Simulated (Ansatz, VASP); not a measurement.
## Two plane-wave programs on Cs

```
Cs
1.0
    -2.88408    2.88408    2.88408
     2.88408   -2.88408    2.88408
     2.88408    2.88408   -2.88408
Cs
1
Cartesian
  0.0000 0.0000 0.0000
```

Alike in both runs: task single point; functional LDA; k mesh 8 × 8 × 8; occupations methfessel-paxton of order 1, width 0.2 eV; no spin polarisation.

```csv
,VASP,Ansatz
version,VASP 6.6.1,Ansatz 0.2.0
potentials or method,"VASP PAW LDA potentials, release 64 (Cs_sv)","plane waves (420 eV) with PAW, scalar-relativistic"
plane-wave cutoff (eV),520,420
valence electrons in the cell,9,9
```

```tsv
	VASP	Ansatz	Ansatz less VASP
pressure (GPa)	0.0	0.0	+0.01
```

Ansatz warned: «pseudo_functional_mismatch».

The runs have no spin-orbit coupling, so splittings on Cs are missing.
